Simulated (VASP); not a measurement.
# InP (F-43m) in VASP: settings compared

InP is run at these levels: RPBE+D4, PBE exchange alone; tasks: single point.

Everything below comes from runs of VASP 6.6.1. Logs are shortened: lines on timing, memory, paths and dates and some standing lists are left out, and cuts for length are marked.

**Experimental background.**

A printed reference work, data compilation reports, for a bulk crystal of InP at 1.6 K: band gap 1.4236 eV (direct).

The results are compared with them further down.

### Step 1. The cell of the first run

It takes space group F-43m (No. 216, cubic). Conventional cell: a = 5.861 Å, b = 5.861 Å, c = 5.861 Å, α = 90.00°, β = 90.00°, γ = 90.00°. Within 3.3 Å of In (site symmetry -43m) lie 4 P at 2.54 Å. P (site symmetry -43m) has 4 In at 2.54 Å within 3.3 Å.

### Step 2. Single point, RPBE+D4

Contents of INCAR:

```
  PREC = Accurate
  ENCUT = 520
  EDIFF = 1E-6
  ISMEAR = -1
  SIGMA = 0.05
  LREAL = F
  LASPH = T
  NELM = 80
  ALGO = Normal
  ISIF = 2
  LWAVE = F
  LCHARG = F
  GGA = RP
  IVDW = 13
  NBANDS = 16
```

Contents of KPOINTS:

```
regular mesh
0
Gamma
  8 8 8
```

Contents of POSCAR:

```
InP
1.0
    0.0000000000      2.9305000000      2.9305000000
    2.9305000000      0.0000000000      2.9305000000
    2.9305000000      2.9305000000      0.0000000000
In P
1 1
Direct
    0.0000000000      0.0000000000      0.0000000000
    0.7500000000      0.7500000000      0.7500000000
```

Potentials or basis: VASP PAW PBE potentials, release 64 (In_d, P).

On the command line:

```bash
> cat potpaw_PBE.64/In_d/POTCAR potpaw_PBE.64/P/POTCAR > POTCAR
> mpirun -np 1 vasp_std > vasp.out
```

OUTCAR:

```text
PREC = Accurate
   ENCUT = 520
   EDIFF = 1E-6
   ISMEAR = -1
   LREAL = F
   LASPH = T
   NELM = 80
   ISIF = 2
   GGA = RP
   IVDW = 13

 ion  position               nearest neighbor table
   1  0.000  0.000  0.000-   2 2.54   2 2.54   2 2.54   2 2.54
   2  0.750  0.750  0.750-   1 2.54   1 2.54   1 2.54   1 2.54

  LATTYP: Found a face centered cubic cell.
 ALAT       =     5.8610000000

  Lattice vectors:

 A1 = (   0.0000000000,   2.9305000000,   2.9305000000)
 A2 = (   2.9305000000,   0.0000000000,   2.9305000000)
 A3 = (   2.9305000000,   2.9305000000,   0.0000000000)

Analysis of symmetry for initial positions (statically):
=====================================================================
 Subroutine PRICEL returns:
 Original cell was already a primitive cell.

 Routine SETGRP: Setting up the symmetry group for a
 face centered cubic supercell.

 Subroutine GETGRP returns: Found 24 space group operations
 (whereof 24 operations were pure point group operations)
 out of a pool of 48 trial point group operations.

The static configuration has the point symmetry T_d .

Analysis of symmetry for dynamics (positions and initial velocities):
=====================================================================
 Subroutine PRICEL returns:
 Original cell was already a primitive cell.

 Routine SETGRP: Setting up the symmetry group for a
 face centered cubic supercell.

 Subroutine GETGRP returns: Found 24 space group operations
 (whereof 24 operations were pure point group operations)
 out of a pool of 48 trial point group operations.

The dynamic configuration has the point symmetry T_d .

 Subroutine INISYM returns: Found 24 space group operations
 (whereof 24 operations are pure point group operations),
 and found     1 'primitive' translations

----------------------------------------------------------------------------------------

                                     Primitive cell

  volume of cell :      50.3333

  direct lattice vectors                    reciprocal lattice vectors
     0.000000000  2.930500000  2.930500000    -0.170619348  0.170619348  0.170619348
     2.930500000  0.000000000  2.930500000     0.170619348 -0.170619348  0.170619348
     2.930500000  2.930500000  0.000000000     0.170619348  0.170619348 -0.170619348

  length of vectors
     4.144352845  4.144352845  4.144352845     0.295521380  0.295521380  0.295521380

[... 78 lines left out ...]
   ENCUT  =  520.0 eV  38.22 Ry    6.18 a.u.   7.71  7.71  7.71*2*pi/ulx,y,z
   NELM   =     80;   NELMIN=  2; NELMDL= -5     # of ELM steps
   EDIFF  = 0.1E-05   stopping-criterion for ELM
   LREAL  =      F    real-space projection
   EDIFFG = 0.1E-04   stopping-criterion for IOM
   NSW    =      0    number of steps for IOM
   IBRION =     -1    ionic relax: 0-MD 1-quasi-New 2-CG
   NFREE  =      0    steps in history (QN), initial steepest desc. (CG)
   ISIF   =      2    stress and relaxation
   ISYM   =      2    0-nonsym 1-usesym 2-fastsym
   POTIM  = 0.5000    time-step for ionic-motion
   TEBEG  =    0.0;   TEEND  =   0.0 temperature during run
   PSTRESS=    0.0 pullay stress
   NELECT =      18.0000    total number of electrons
   NUPDOWN=      -1.0000    fix difference up-down
   EMIN   =  10.00;   EMAX   =-10.00  energy-range for DOS
   EFERMI =   0.00;   METHOD = LEGACY
   ISMEAR =    -1;   SIGMA  =   0.05  broadening in eV -4-tet -1-fermi 0-gaus
   EFERMI_NEDOS =   21; number of points for ismear=-14 and -15
   IALGO  =     38    algorithm
   IMIX   =      4    mixing-type and parameters
     AMIX     =   0.40;   BMIX     =  1.00
     AMIX_MAG =   1.60;   BMIX_MAG =  1.00
  volume/ion in A,a.u.               =      25.17       169.83
  Fermi-wavevector in a.u.,A,eV,Ry     =   1.162021  2.195901 18.371846  1.350293
  Thomas-Fermi vector in A             =   2.298587
   LORBIT       =      0    0 simple, 1 ext, 2 COOP (PROOUT), +10 PAW based schemes
   GGA     = RP    functional components
   LHFCALC =     F    Hartree Fock is set to
   AEXX    =    0.0000 exact exchange contribution
   IVDW    =    13    specifies the selected vdW correction
   LEPSILON=     F    determine dielectric tensor
   LRPA    =     F    only Hartree local field effects (RPA)
 non-spin polarized calculation
  energy-cutoff  :      520.00
  volume of cell :       50.33
 maximum number of plane-waves:      1380
   NGX = 15   NGY = 15   NGZ = 15

 number of electron      18.0000005 magnetization

 Free energy of the ion-electron system (eV)
  ---------------------------------------------------
  ext. energy  EPLUGINS =         0.00000000
  ---------------------------------------------------
  free energy    TOTEN  =        -7.69240349 eV

  energy without entropy =       -7.69240196  energy(sigma->0) =       -7.69240272

 E-fermi :   5.7426     XC(G=0):  -9.1105

 val. band max:        5.2888630664   @ k =   0.0000   0.0000   0.0000
 cond. band min:       6.1334938018   @ k =   0.0000   0.0000   0.0000
 fundamental gap:      0.8446307354
 Fermi energy:         5.7426082011

 k-point     1 :       0.0000    0.0000    0.0000
  band No.  band energies     occupation
      1      -8.9135      2.00000
      2      -8.9135      2.00000
      3      -8.9135      2.00000
      4      -8.7634      2.00000
      5      -8.7634      2.00000
      6      -6.1965      2.00000
[... 433 lines left out ...]
      3      -8.8454      2.00000
      4      -8.7683      2.00000
      5      -8.7502      2.00000
      6      -4.1691      2.00000
[... 8 lines left out ...]
     15      16.0866      0.00000
     16      16.6479      0.00000

 [... further k-points ...]

------------------------ aborting loop because EDIFF is reached ----------------------------------------

  DFT-D4 for vdW energy calculation

  Edisp (eV):   -1.21316

  FORCE on cell =-STRESS in cart. coord.  units (eV):
  Direction    XX          YY          ZZ          XY          YZ          ZX
  --------------------------------------------------------------------------------------
  -------------------------------------------------------------------------------------
  Total       0.25340     0.25340     0.25340     0.00000     0.00000    -0.00000
  in kB       8.06592     8.06592     8.06592     0.00000     0.00000    -0.00000
  external pressure =        8.07 kB  Pullay stress =        0.00 kB

 VOLUME and BASIS-vectors are now :
 -----------------------------------------------------------------------------
  energy-cutoff  :      520.00
  volume of cell :       50.33
      direct lattice vectors                 reciprocal lattice vectors
     0.000000000  2.930500000  2.930500000    -0.170619348  0.170619348  0.170619348
     2.930500000  0.000000000  2.930500000     0.170619348 -0.170619348  0.170619348
     2.930500000  2.930500000  0.000000000     0.170619348  0.170619348 -0.170619348

 POSITION                                       TOTAL-FORCE (eV/Angst)
 -----------------------------------------------------------------------------------
      0.00000      0.00000      0.00000        -0.000000     -0.000000     -0.000000
      4.39575      4.39575      4.39575         0.000000      0.000000      0.000000
 -----------------------------------------------------------------------------------
    total drift:                                0.000000      0.000000      0.000000

  FREE ENERGIE OF THE ION-ELECTRON SYSTEM (eV)
  ---------------------------------------------------
  free  energy   TOTEN  =        -8.9055653119 eV

  energy  without entropy=       -8.9055637821  energy(sigma->0) =       -8.90556455
```

stdout:

```text
POSCAR found type information on POSCAR InP
 POSCAR found :  2 types and       2 ions
 scaLAPACK will be used
 -----------------------------------------------------------------------------
|                                                                             |
|                                                                             |
|     You enforced a specific xc type in the INCAR file but a different       |
|     I HOPE YOU KNOW WHAT YOU ARE DOING!                                     |
|                                                                             |
 -----------------------------------------------------------------------------

 LDA part: xc-table for (Slater+PW92), standard interpolation
 POSCAR, INCAR and KPOINTS ok, starting setup
 FFT: planning ... GRIDC
 FFT: planning ... GRID_SOFT
 FFT: planning ... GRID
 WAVECAR not read
 entering main loop
```

Run time: 16 s. Hardware: 1 thread of Intel Xeon 6975P-C (Granite Rapids), shared host; peak memory 0.17 GiB.

Results:

```
Free energy                : -8.9056 eV
Pressure                   : 0.8 GPa
Band gap on the k mesh     : 0.84 eV, direct
Dispersion energy per atom : -0.607 eV
```

Levels at points of the mesh, in eV from the valence-band top:
```tsv
k point	band 6	band 7	band 8	band 9	band 10	band 11	band 12	band 13
(0.00, 0.00, 0.00)	-11.49	0.00	0.00	0.00	0.84	4.14	4.14	4.14
(0.50, 0.00, 0.00)	-9.77	-5.67	-0.96	-0.96	1.60	4.86	4.86	7.27
(0.50, 0.50, 0.00)	-9.12	-5.70	-2.30	-2.30	1.88	2.35	9.36	9.66
```

Caveat: the PAW data sets were made with another functional, which shifts forces and pressure a little; spin-orbit coupling is left out, which moves the levels of the heavy elements.

### Step 3. Single point, PBE exchange alone

Contents of INCAR:

```
SYSTEM = InP
AGGAC = 0.0 ; ALDAC = 0.0
ALGO = Normal ; EDIFF = 1E-6
ENCUT = 520 ; GGA = PE
ISIF = 2 ; ISMEAR = -1
LASPH = .True. ; LCHARG = .True.
LELF = .True. ; LREAL = .False.
LVHAR = .True. ; LWAVE = .False.
NBANDS = 16 ; NELM = 60
PREC = Accurate ; SIGMA = 0.05
```

Contents of KPOINTS:

```
k-points
0
Gamma
  8 8 8
  0 0 0
```

POSCAR is that of step 2.

Potentials or basis: VASP PAW PBE potentials, release 64 (In_d, P).

On the command line:

```bash
> cat potpaw_PBE.64/In_d/POTCAR potpaw_PBE.64/P/POTCAR > POTCAR
> mpirun -np 1 vasp_std > vasp.out
```

Wall time 16 s (1 thread of Intel Xeon 6975P-C (Granite Rapids), shared host); peak memory 0.17 GiB.

It converged, with:

```
Free energy            : -5.5823 eV
Pressure               : 12.2 GPa
Band gap on the k mesh : 0.69 eV, direct
```

Levels at points of the mesh, in eV from the valence-band top:
| k point | band 5 | band 6 | band 7 | band 8 | band 9 | band 10 | band 11 | band 12 | band 13 | band 14 |
| --- | --- | --- | --- | --- | --- | --- | --- | --- | --- | --- |
| (0.00, 0.00, 0.00) | -13.91 | -11.51 | 0.00 | 0.00 | 0.00 | 0.69 | 4.11 | 4.11 | 4.11 | 8.81 |
| (0.50, 0.00, 0.00) | -13.89 | -9.80 | -5.70 | -0.97 | -0.97 | 1.52 | 4.86 | 4.86 | 7.26 | 9.62 |
| (0.50, 0.50, 0.00) | -13.87 | -9.15 | -5.75 | -2.30 | -2.30 | 1.89 | 2.34 | 9.27 | 9.57 | 9.57 |

Caveat: spin-orbit coupling is left out, which moves the levels of the heavy elements.

### Step 4. How close it comes

Step 2. Measured gap of InP: 1.4236 eV (direct; 1.6 K; a printed reference work, data compilation). This calculation gives 0.84 eV (-0.58 eV). Spin-orbit coupling on In is left out. The value is that of RPBE+D4, without temperature or zero-point motion. Semilocal functionals fall short of measured gaps as a rule.
